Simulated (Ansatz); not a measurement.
## Σ5 (310) boundary in bcc W with Re (substitutional): structure and resistance

Wanted: what the Σ5 (310) boundary in bcc W with Re (substitutional) costs an interconnect.

Program: Ansatz 0.2.0. Level of theory: Ansatz plane-wave DFT, PBE, PAW files; relaxation of a bicrystal slab with its lowest layers held; PAW set soft_1, in the first sound run; inputs show where later runs differ. Results are calculated unless marked as measured.

## Step 1: Starting point

The cell holds 19 atoms: 18 W and 1 Re. Cell: a = 5.248 Å, b = 3.165 Å, c = 29.414 Å, α = 90.0°, β = 90.0°, γ = 72.5°. It derives from W. built on the (3 1 0) plane; 1 overlapping atoms removed and the grains opened by 0.4 Å. Vacuum lies along c.

## Step 2: Relaxing the bicrystal

The boundary is built by mirroring the lower grain in the boundary plane and removing any atoms that overlap; then the Re is put in at the boundary. A thin bicrystal slab is relaxed first, with the lowest layers held and the upper grain free to shift and open.

File input.yaml:

```yaml
crystal:
  lattice:
    - [5.2482270683, 0.0, 0.0]
    - [0.9542231033, 3.0175184024, 0.0]
    - [0.0, 0.0, 29.4143574102]
  atoms:
    - { symbol: W, position: [0.8, 0.6000000001, 0.1699850155] }
    - { symbol: W, position: [0.2, 0.9, 0.2040091358] }
    - { symbol: W, position: [0.6, 0.2, 0.238033256] }
    - { symbol: W, position: [0.0, 0.5, 0.2720573763] }
    - { symbol: W, position: [0.4, 0.8, 0.3060814965] }
    - { symbol: W, position: [0.8, 0.1, 0.3401056168] }
    - { symbol: W, position: [0.2, 0.4, 0.3741297371] }
    - { symbol: W, position: [0.6, 0.7, 0.4081538573] }
    - { symbol: Re, position: [0.0, 0.0, 0.4421779776] }
    - { symbol: W, position: [0.6, 0.7, 0.4898008991] }
    - { symbol: W, position: [0.2, 0.4, 0.5238250193] }
    - { symbol: W, position: [0.8, 0.1, 0.5578491396] }
    - { symbol: W, position: [0.4, 0.8, 0.5918732599] }
    - { symbol: W, position: [0.0, 0.5, 0.6258973801] }
    - { symbol: W, position: [0.6, 0.2, 0.6599215004] }
    - { symbol: W, position: [0.2, 0.9, 0.6939456206] }
    - { symbol: W, position: [0.8, 0.6000000001, 0.7279697409] }
    - { symbol: W, position: [0.4, 0.3000000001, 0.7619938612] }
    - { symbol: W, position: [0.0, 1.0e-10, 0.7960179814] }
kpoints:
  mp_grid: { grid: [8, 8, 1] }
hamiltonian:
  xc: pbe
  pseudopotentials: { kind: paw, azcp: { folder: soft_1 } }
scf:
  occupations: { method: fermi_dirac, width: 0.1 }
relax:
  f_tol: 0.03
  max_steps: 80
  constraints: [{ sites: [0, 1, 2] }]
```

Command:

```bash
$ ansatz run input.yaml --threads 4 --pin off --max-ram 15360MiB --backend cpu --events-out ev --progress --plain --runs-dir out
```

Numbers of over 12 decimals in the logs are rounded to 6 here.

The program printed:

```text
Engine: ansatz 0.2.0, aarch64-unknown-linux-gnu
Pseudopotentials: kind: paw
Pseudopotential: W, paw, valence charge 14, recommended cutoff 420 eV (normal), soft_1/W.paw.azcp
Pseudopotential: Re, paw, valence charge 15, recommended cutoff 420 eV (normal), soft_1/Re.paw.azcp
Functional definition: PBE
  parameter kappa = 0.804
  parameter beta = 0.066725
  exchange = pbe_x(kappa = kappa, mu = beta*pi^2/3)
  correlation = pbe_c(beta = beta)
Crystal: 19 atoms, lattice volume = 465.824 Å³
Basis set: ecut = 420 eV, 9131 PW (Γ), exchange–correlation on 72×48×400 points (8 copies of the dense FFT grid, shifted against one another)
Bands: 161, of which v1, the nominal top of the filled ones, is band 134 counted from 1 (133 counted from 0)
Symmetry: 2 space group operations
Space group: Cm (ITA 8), of the structure as read, at distance tolerance 7.8e-5 Å
k-points: 21 of 64 (time reversal used)
Non-local potential: W, projectors of the file, l = 0: 3, l = 1: 2, l = 2: 2, l = 3: 1
Non-local potential: Re, projectors of the file, l = 0: 3, l = 1: 2, l = 2: 2, l = 3: 1
PAW form: soft (Blöchl's): semilocal exchange-correlation on the pseudo side does not see the compensation charge
PAW one-centre angular grid: W, 590 points (default); XC on 64 Gauss nodes
PAW one-centre angular grid: Re, 590 points (default); XC on 64 Gauss nodes
Initial density: superposition of atomic densities (neutral atoms: chi_scale 0, normalization atom)
Initial wavefunctions: pseudopotential atomic-orbital guess
Functional: x = pbe(κ = 0.804, μ = 0.219515), c = pbe(β = 0.066725)
SCF iter   1: F=—  HF=-197814.109904 eV  |F-HF|=—  |Δ(HF+E_count)|=         —  Δρ=5.92e-2  dr2=1.89e2  ethr=3.10e-3  ⟨swp⟩=7.8  Hψ=14889  notcnv=0
preconditioner: auto → LDOS  [metal: Δε(μ)=0.016 eV  Ē_g=5.085 eV  σ=0.100 eV  W_gap=0.04  n_scr=116 (ndim 8)  ℏωp=18.4 eV  f_vac=0.278  D(μ)=12.85/eV (n_scr^D=82)  β→1.0]
SCF iter   2: F=—  HF=-197812.413283 eV  |F-HF|=—  |Δ(HF+E_count)|=    1.70e0  Δρ=5.44e-2  dr2=2.59e2  ethr=3.10e-3  ⟨swp⟩=7.0  Hψ=11826  notcnv=0  defer=8
SCF iter   3: F=—  HF=-197805.713409 eV  |F-HF|=—  |Δ(HF+E_count)|=    6.70e0  Δρ=1.09e-2  dr2=3.82e0  ethr=3.10e-3  ⟨swp⟩=5.4  Hψ=8779  notcnv=0  defer=17
SCF iter   4: F=—  HF=-197805.476983 eV  |F-HF|=—  |Δ(HF+E_count)|=   2.36e-1  Δρ=3.12e-3  dr2=1.16e-1  ethr=1.43e-3  ⟨swp⟩=2.9  Hψ=4993  notcnv=0  defer=10
SCF iter   5: F=—  HF=-197805.463197 eV  |F-HF|=—  |Δ(HF+E_count)|=   1.38e-2  Δρ=1.39e-3  dr2=5.75e-2  ethr=4.34e-5  ⟨swp⟩=3.6  Hψ=6209  notcnv=0  defer=7
SCF iter   6: F=—  HF=-197805.461473 eV  |F-HF|=—  |Δ(HF+E_count)|=   1.72e-3  Δρ=6.20e-4  dr2=1.29e-2  ethr=2.16e-5  ⟨swp⟩=2.1  Hψ=4518  notcnv=0  defer=7
SCF iter   7: F=—  HF=-197805.460850 eV  |F-HF|=—  |Δ(HF+E_count)|=   6.23e-4  Δρ=1.67e-4  dr2=2.92e-4  ethr=4.84e-6  ⟨swp⟩=2.1  Hψ=4326  notcnv=0  defer=6
SCF iter   8: F=—  HF=-197805.460894 eV  |F-HF|=—  |Δ(HF+E_count)|=   4.37e-5  Δρ=6.63e-5  dr2=1.34e-4  ethr=1.09e-7  ⟨swp⟩=3.2  Hψ=6141  notcnv=0  defer=6
SCF iter   9: F=-197805.460892 eV  HF=-197805.460898 eV  |F-HF|=5.61e-6  |Δ(HF+E_count)|=   4.16e-6  Δρ=2.09e-5  dr2=1.11e-5  ethr=8.43e-9  ⟨swp⟩=3.7  Hψ=12158  notcnv=0
SCF 1 converged in 9 iterations: F = -197805.460892 eV  dr2 = 1.11e-5
  greatest PAW one-centre occupation: 1.000 electrons in one spin orbital (limit 2), on the Re atom at site 8 (counted from 0), in its partial waves of l = 0
relax step   1: F+E_penalty+E_count = -197805.46089232 eV  Δ(F+E_penalty+E_count) = +0.000e0 eV  max|allowed force component| = 2.563e0 eV/Å  Δτ_max = 0.0000 Å  (9 SCF iters, dr2 threshold 2.25e-5 eV, accepted)
Initial density: handed on by an earlier stage of this run
Initial wavefunctions: those handed on with the density
iter 1 solved again at ethr=1.15e-3 eV; its pass at ethr=3.10e-3 eV (dr2=3.07e0 eV) is discarded
SCF iter   1: F=—  HF=-197806.152288 eV  |F-HF|=—  |Δ(HF+E_count)|=         —  Δρ=1.34e-2  dr2=3.07e0  ethr=1.15e-3  ⟨swp⟩=1.3  Hψ=12462  notcnv=0
preconditioner: auto → LDOS  [metal: Δε(μ)=0.002 eV  Ē_g=4.695 eV  σ=0.100 eV  W_gap=0.00  n_scr=116 (ndim 8)  ℏωp=18.4 eV  f_vac=0.287  D(μ)=14.09/eV (n_scr^D=94)  β→1.0]
SCF iter   2: F=—  HF=-197806.035857 eV  |F-HF|=—  |Δ(HF+E_count)|=   1.16e-1  Δρ=5.94e-3  dr2=5.27e-1  ethr=1.15e-3  ⟨swp⟩=3.7  Hψ=6089  notcnv=0
SCF iter   3: F=—  HF=-197805.951867 eV  |F-HF|=—  |Δ(HF+E_count)|=   8.40e-2  Δρ=1.93e-3  dr2=6.00e-2  ethr=1.97e-4  ⟨swp⟩=3.2  Hψ=6818  notcnv=0
SCF iter   4: F=—  HF=-197805.940659 eV  |F-HF|=—  |Δ(HF+E_count)|=   1.12e-2  Δρ=4.07e-4  dr2=4.39e-3  ethr=2.25e-5  ⟨swp⟩=2.6  Hψ=5696  notcnv=0
SCF iter   5: F=—  HF=-197805.940720 eV  |F-HF|=—  |Δ(HF+E_count)|=   6.05e-5  Δρ=1.34e-4  dr2=4.44e-4  ethr=1.64e-6  ⟨swp⟩=2.1  Hψ=4851  notcnv=0
SCF iter   6: F=-197805.940744 eV  HF=-197805.940764 eV  |F-HF|=2.04e-5  |Δ(HF+E_count)|=   4.39e-5  Δρ=5.83e-5  dr2=4.05e-5  ethr=3.75e-8  ⟨swp⟩=3.1  Hψ=12555  notcnv=0
SCF 2 converged in 6 iterations: F = -197805.940744 eV  dr2 = 4.05e-5
relax step   2: F+E_penalty+E_count = -197805.94074352 eV  Δ(F+E_penalty+E_count) = -4.799e-1 eV  max|allowed force component| = 1.204e0 eV/Å  Δτ_max = 0.1949 Å  (6 SCF iters, dr2 threshold 1.00e-4 eV, accepted)
iter 1 solved again at ethr=6.82e-4 eV; its pass at ethr=3.10e-3 eV (dr2=1.82e0 eV) is discarded
SCF iter   1: F=—  HF=-197806.144269 eV  |F-HF|=—  |Δ(HF+E_count)|=         —  Δρ=7.06e-3  dr2=1.71e0  ethr=6.82e-4  ⟨swp⟩=1.9  Hψ=10296  notcnv=0
preconditioner: auto → LDOS  [metal: Δε(μ)=0.006 eV  Ē_g=4.703 eV  σ=0.100 eV  W_gap=0.02  n_scr=116 (ndim 8)  ℏωp=18.4 eV  f_vac=0.288  D(μ)=13.92/eV (n_scr^D=94)  β→1.0]
SCF iter   2: F=—  HF=-197806.095458 eV  |F-HF|=—  |Δ(HF+E_count)|=   4.88e-2  Δρ=2.07e-3  dr2=6.34e-2  ethr=6.41e-4  ⟨swp⟩=2.7  Hψ=4382  notcnv=0
SCF iter   3: F=—  HF=-197806.088253 eV  |F-HF|=—  |Δ(HF+E_count)|=   7.20e-3  Δρ=9.09e-4  dr2=1.26e-2  ethr=2.38e-5  ⟨swp⟩=3.9  Hψ=7158  notcnv=0
SCF iter   4: F=—  HF=-197806.086266 eV  |F-HF|=—  |Δ(HF+E_count)|=   1.99e-3  Δρ=1.69e-4  dr2=3.22e-4  ethr=4.72e-6  ⟨swp⟩=2.0  Hψ=4658  notcnv=0
SCF iter   5: F=-197806.086254 eV  HF=-197806.086272 eV  |F-HF|=1.81e-5  |Δ(HF+E_count)|=   6.08e-6  Δρ=5.33e-5  dr2=3.41e-5  ethr=3.39e-8  ⟨swp⟩=3.0  Hψ=13629  notcnv=0
SCF 3 converged in 5 iterations: F = -197806.086254 eV  dr2 = 3.41e-5
relax step   3: F+E_penalty+E_count = -197806.08625400 eV  Δ(F+E_penalty+E_count) = -1.455e-1 eV  max|allowed force component| = 3.028e-1 eV/Å  Δτ_max = 0.0867 Å  (5 SCF iters, dr2 threshold 9.06e-5 eV, accepted)
[...]
relax step   4: F+E_penalty+E_count = -197806.10721895 eV  Δ(F+E_penalty+E_count) = -2.096e-2 eV  max|allowed force component| = 1.253e-1 eV/Å  Δτ_max = 0.0376 Å  (6 SCF iters, dr2 threshold 5.80e-6 eV, accepted)
[...]
relax step   5: F+E_penalty+E_count = -197806.10943172 eV  Δ(F+E_penalty+E_count) = -2.213e-3 eV  max|allowed force component| = 4.950e-2 eV/Å  Δτ_max = 0.0185 Å  (6 SCF iters, dr2 threshold 9.94e-7 eV, accepted)
[...]
relax step   6: F+E_penalty+E_count = -197806.10867410 eV  Δ(F+E_penalty+E_count) = +7.576e-4 eV  max|allowed force component| = 5.996e-2 eV/Å  Δτ_max = 0.0314 Å  (7 SCF iters, rejected (line search))
SCF iter   1: F=—  HF=-197806.110839 eV  |F-HF|=—  |Δ(HF+E_count)|=         —  Δρ=1.04e-3  dr2=5.45e-3  ethr=2.14e-5  ⟨swp⟩=2.4  Hψ=5676  notcnv=0
preconditioner: auto → LDOS  [metal: Δε(μ)=0.028 eV  Ē_g=4.694 eV  σ=0.100 eV  W_gap=0.07  n_scr=116 (ndim 8)  ℏωp=18.4 eV  f_vac=0.287  D(μ)=13.58/eV (n_scr^D=94)  β→1.0]
SCF iter   2: F=—  HF=-197806.110363 eV  |F-HF|=—  |Δ(HF+E_count)|=   4.75e-4  Δρ=4.29e-4  dr2=2.08e-3  ethr=2.04e-6  ⟨swp⟩=2.4  Hψ=6034  notcnv=0
SCF iter   3: F=—  HF=-197806.110114 eV  |F-HF|=—  |Δ(HF+E_count)|=   2.49e-4  Δρ=1.18e-4  dr2=1.72e-4  ethr=7.78e-7  ⟨swp⟩=2.2  Hψ=4834  notcnv=0
SCF iter   4: F=—  HF=-197806.110091 eV  |F-HF|=—  |Δ(HF+E_count)|=   2.35e-5  Δρ=2.97e-5  dr2=1.00e-5  ethr=6.45e-8  ⟨swp⟩=3.0  Hψ=5725  notcnv=0
SCF iter   5: F=—  HF=-197806.109901 eV  |F-HF|=—  |Δ(HF+E_count)|=   1.90e-4  Δρ=9.97e-6  dr2=1.03e-6  ethr=3.75e-9  ⟨swp⟩=3.2  Hψ=6102  notcnv=0
SCF iter   6: F=—  HF=-197806.109901 eV  |F-HF|=—  |Δ(HF+E_count)|=   2.26e-7  Δρ=3.84e-6  dr2=1.55e-7  ethr=3.87e-10  ⟨swp⟩=2.8  Hψ=5669  notcnv=0
SCF iter   7: F=-197806.109901 eV  HF=-197806.109901 eV  |F-HF|=8.67e-9  |Δ(HF+E_count)|=   6.08e-8  Δρ=1.43e-6  dr2=1.86e-8  ethr=3.75e-11  ⟨swp⟩=5.1  Hψ=11220  notcnv=0
SCF 7 converged in 7 iterations: F = -197806.109901 eV  dr2 = 1.86e-8
relax step   7: F+E_penalty+E_count = -197806.10990116 eV  Δ(F+E_penalty+E_count) = -4.694e-4 eV  max|allowed force component| = 5.805e-3 eV/Å  Δτ_max = 0.0130 Å  (7 SCF iters, accepted)
SCF converged after 7 iterations
Free energy (F): -197806.109901 eV
Harris-Foulkes:  -197806.109901 eV  (|F-HF|=8.67e-9)
Internal energy: -197805.662264 eV  (E = F + TS)
E sigma→0 (E₀):  -197805.886083 eV
Entropy (-TS):   -0.447637 eV (-23.560 meV/atom)
Fermi energy:    13.077489 eV
--- Per-component energies (eV) ---
  E_band       = -4065.412722
  E_kinetic    = 8088.824373
  E_local      = -236773.900586  (includes V_loc(G=0)·N_el)
  E_nonlocal   = -372.899229
  E_hartree    = 116250.614658
  E_xc         = -5159.546860
  E_vxc        = -4433.406659  (∫ρ·V_xc dr)
  E_paw        = -163105.049404  (= ΣΔE_a)
  E_vpaw       = -3075.251094  (= ΣTr[D̂ρ^β])
  E_aug_tail   = 0.002737  (compensation charges beyond the density's cutoff)
  E_ewald      = 83266.292047
  E_smearing   = -0.447637  (= −TS)
  E_closure    = -0.000000  (closes the sum)
  Σ components = -197806.109901   (vs F -197806.109901, Δ=0.00e0)
--- Forces (eV/Å), atoms counted from 1 ---
  atom   1  W      0.37009817    -0.11703532     1.90542642
  atom   2  W     -0.53288741     0.16851380    -0.83875537
  atom   3  W      0.15819572    -0.05002588    -1.06712709
  atom   4  W     -0.00168415     0.00053257    -0.00125227
  atom   5  W     -0.00156212     0.00049399     0.00192963
  atom   6  W      0.00115624    -0.00036564     0.00049585
  atom   7  W      0.00224940    -0.00071132    -0.00112058
  atom   8  W     -0.00065202     0.00020619    -0.00086743
  atom   9  Re    -0.00085676     0.00027093     0.00580546
  atom  10  W      0.00094098    -0.00029757    -0.00133014
  atom  11  W      0.00055629    -0.00017592    -0.00461468
  atom  12  W      0.00124478    -0.00039363     0.00193992
  atom  13  W      0.00120734    -0.00038179    -0.00059477
  atom  14  W      0.00030487    -0.00009641    -0.00369032
  atom  15  W      0.00020001    -0.00006325    -0.00128506
  atom  16  W      0.00283017    -0.00089498    -0.00102483
  atom  17  W      0.00014334    -0.00004533    -0.00136818
  atom  18  W     -0.00170364     0.00053874     0.00172936
  atom  19  W      0.00022816    -0.00007215     0.00569947
  max |Σ_I F_I| component: 9.37e-6 eV/Å
--- Relaxed structure (7 steps of the walk, 6 accepted, 0 SCFs on fresh bases) ---
  F+E_penalty+E_count = -197806.10990116 eV   max|allowed force component| = 5.805e-3 eV/Å
  atoms:
    - { symbol: W, position: [0.800000, 0.600000, 0.169985] }
    - { symbol: W, position: [0.200000, 0.900000, 0.204009] }
    - { symbol: W, position: [0.600000, 0.2, 0.238033256] }
    - { symbol: W, position: [0.0023324, 0.498834, 0.271680] }
    - { symbol: W, position: [0.401983, 0.799008, 0.306101] }
    - { symbol: W, position: [0.804446, 0.097777, 0.340282] }
    - { symbol: W, position: [0.198259, 0.400871, 0.376259] }
    - { symbol: W, position: [0.602553, 0.698723, 0.405100] }
    - { symbol: Re, position: [0.00792414, -0.00396207, 0.448989] }
    - { symbol: W, position: [0.605670, 0.697165, 0.491813] }
    - { symbol: W, position: [0.200438, 0.399781, 0.520327] }
    - { symbol: W, position: [0.805335, 0.097332, 0.556864] }
    - { symbol: W, position: [0.401957, 0.799021, 0.591069] }
    - { symbol: W, position: [0.00563665, 0.497182, 0.624770] }
    - { symbol: W, position: [0.607855, 0.196072, 0.659247] }
    - { symbol: W, position: [0.206915, 0.896542, 0.693405] }
    - { symbol: W, position: [0.802920, 0.598540, 0.728568] }
    - { symbol: W, position: [0.397341, 0.301329, 0.762578] }
    - { symbol: W, position: [0.016750, -0.00837525, 0.790217] }
```

Run time: 5.8 min. Hardware: 4 threads of Arm Neoverse V1, shared host; peak memory 2.3 GiB; 22 min of CPU time.

Step by step:

| step | energy less that of the first step (eV) | largest force component (eV/Å) |
| --- | --- | --- |
| 1 | 0.0000 | 2.5629 |
| 2 | -0.4799 | 1.2042 |
| 3 | -0.6254 | 0.3028 |
| 4 | -0.6463 | 0.1253 |
| 5 | -0.6485 | 0.0495 |
| 6 | -0.6478 | 0.0600 |
| 7 | -0.6490 | 0.0058 |

Relaxation step 6 was tried and not accepted.

The run keeps the 2 symmetry operations that it works with, so distortions that break them were not tested.

The atoms that moved most (Å):

| atom | dx | dy | dz | length |
| --- | --- | --- | --- | --- |
| Re9 | 0.038 | -0.012 | 0.200 | 0.204 |
| W19 | 0.080 | -0.025 | -0.171 | 0.190 |
| W11 | 0.002 | -0.001 | -0.103 | 0.103 |
| W8 | 0.012 | -0.004 | -0.090 | 0.091 |
| W10 | 0.027 | -0.009 | 0.059 | 0.066 |
| W7 | -0.008 | 0.003 | 0.063 | 0.063 |
| W15 | 0.037 | -0.012 | -0.020 | 0.044 |
| W14 | 0.027 | -0.009 | -0.033 | 0.044 |

Numbers from this step:

- free energy: -197806.1099 eV
- energy at zero smearing: -197805.8861 eV
- Fermi energy: 13.08 eV

The largest force component on a free atom ends at 0.0058 eV/Å, under the tolerance of 0.03, after 7 steps.

[end of part 1 of 2]

[Logs are printed without paths, hosts, clocks, repeated set-up lines and the standing remarks that a program may print on its own settings, such as how far it seeks lower states.]

[Hosts, paths, dates, database ids (printed as entryN), source tags and the programs' standing remarks are cut or masked in the printed files.]
